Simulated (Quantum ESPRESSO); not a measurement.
Input of a Quantum ESPRESSO 7.5 run:

Contents of pw.in:

```
&CONTROL
  calculation = 'vc-relax'
  prefix = 'pwscf'
  outdir = './tmp'
  pseudo_dir = './pseudo'
  tprnfor = .true.
  tstress = .true.
  disk_io = 'low'
  nstep = 40
  forc_conv_thr = 0.0004
  etot_conv_thr = 1d-05
/
&SYSTEM
  ibrav = 0
  nat = 2
  ntyp = 1
  ecutwfc = 96
  nbnd = 28
  occupations = 'smearing'
  smearing = 'fd'
  degauss = 0.00367493
  nspin = 2
  starting_magnetization(1) = 0.1176
  vdw_corr = 'grimme-d3'
  dftd3_version = 3
/
&ELECTRONS
  conv_thr = 4d-10
  electron_maxstep = 120
  mixing_beta = 0.3
/
&IONS
  ion_dynamics = 'bfgs'
/
&CELL
  cell_dynamics = 'bfgs'
  press = 0
  press_conv_thr = 0.3
/
ATOMIC_SPECIES
Co    58.9332 Co.upf
CELL_PARAMETERS bohr
   4.6714027971    0.0000000000    0.0000000000
  -2.3357013986    4.0455534936    0.0000000000
   0.0000000000    0.0000000000    7.5988610189
ATOMIC_POSITIONS bohr
Co     2.3357013988    1.3485178311    5.6991457641
Co    -0.0000000002    2.6970356625    1.8997152547
K_POINTS automatic
12 12 7 0 0 0
```

Potentials or basis: PseudoDojo 0.4.1 SR PBE standard.

Command:

```sh
$ OMP_NUM_THREADS=1 pw.x -in pw.in > pw.out
```

Q: What does it give for the band gap on the k mesh?

A: None (metal or under the smearing width).

Q: Predict the relaxed cell.

A: a = 2.479 Å, b = 2.479 Å, c = 4.002 Å, α = 90.00°, β = 90.00°, γ = 120.00°.

Q: Predict the site moments.

A: Co +1.70 μB.

Q: Predict the net moment.

A: 3.25 μB per cell.

Step by step:
```csv
step,energy change (eV),largest force (eV/Å),pressure (GPa),volume (Å³)
1,0.0000,0.0000,0.20,21.28
2,-0.0006,0.0000,-0.04,21.30
3,-0.0008,0.0000,0.04,21.29
4,-0.0008,0.0000,0.00,21.30
```

Caveat: pairwise dispersion overbinds metals, which lowers pressure and volume.
